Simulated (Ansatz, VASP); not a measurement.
HfO2: VASP beside Ansatz

Contents of INCAR:

```
SYSTEM = HfO2
PREC = Accurate
ENCUT = 520
EDIFF = 1E-7
ISMEAR = 0
SIGMA = 0.05
LREAL = .False.
LASPH = .True.
NELM = 80
ALGO = Normal
ISIF = 2
LWAVE = .False.
LCHARG = .False.
GGA = PE
NBANDS = 31
```

KPOINTS

```
Automatic mesh
0
Gamma
  6 6 4
  0 0 0
```

Contents of POSCAR:

```
HfO2
1.0
    3.6043047991      0.0000000000      0.0000000000
    0.0000000000      3.6043047991      0.0000000000
    0.0000000000      0.0000000000      5.2639673039
Hf O
2 4
Direct
    0.5000000000      0.5000000000      0.5000000000
    0.0000000000      0.0000000000      0.0000000000
    0.0000000000      0.5000000000      0.6362608578
    0.5000000000      0.0000000000      0.8637391422
    0.5000000000      0.0000000000      0.3637391422
    0.0000000000      0.5000000000      0.1362608578
```

Input for Ansatz:

```yaml
crystal:
  lattice:
    - [3.6043047991, 0.0, 0.0]
    - [0.0, 3.6043047991, 0.0]
    - [0.0, 0.0, 5.2639673039]
  atoms:
    - { symbol: Hf, position: [0.5, 0.5, 0.5] }
    - { symbol: Hf, position: [0.0, 0.0, 0.0] }
    - { symbol: O, position: [0.0, 0.5, 0.6362608578] }
    - { symbol: O, position: [0.5, 0.0, 0.8637391422] }
    - { symbol: O, position: [0.5, 0.0, 0.3637391422] }
    - { symbol: O, position: [0.0, 0.5, 0.1362608578] }
basis:
  ecutwfc: 420
kpoints:
  mp_grid: { grid: [6, 6, 4] }
hamiltonian:
  xc: pbe
scf:
  occupations: { method: gaussian, width: 0.05 }
output:
  forces: true
  stress: true
  eigenvalues: true
```

Change from the starting cell: mode 10 (309.8 1/cm) frozen in, largest displacement +0.300 Å.

Alike in both runs: task single point; functional PBE; k mesh 6 × 6 × 4; occupations gaussian, width 0.05 eV; no spin polarisation.

|  | VASP | Ansatz |
| --- | --- | --- |
| version | VASP 6.6.1 | Ansatz 0.2.0 |
| potentials or method | VASP PAW PBE potentials, release 64 (Hf_pv, O) | scalar-relativistic, plane waves, PAW |
| plane-wave cutoff (eV) | 520 | 420 |
| valence electrons in the cell | 44 | 76 |

```csv
,VASP,Ansatz,Ansatz less VASP
gap on the k mesh at the Fermi level (eV),4.53,4.54,+0.011
least direct gap on the mesh (eV),4.93,4.98,+0.054
pressure (GPa),22.1,24.7,+2.67
largest component of the traceless stress (GPa),1.85,2.40,+0.557
rms of the force components (eV/Å),1.162,1.196,+0.0333
```

Atom by atom the forces differ by 0.033 eV/Å (rms over components). The two sets of potentials don't hold the same shells in valence.

Caveats: so large a pressure means that the cell lies far from this level's equilibrium, or that cutoff or potentials fall short (VASP); spin-orbit coupling is left out, which moves the levels of the heavy elements; forces of over 1 eV/Å show positions far from the minimum, so gaps and moduli don't describe the material at rest. A k mesh can miss the band edges.
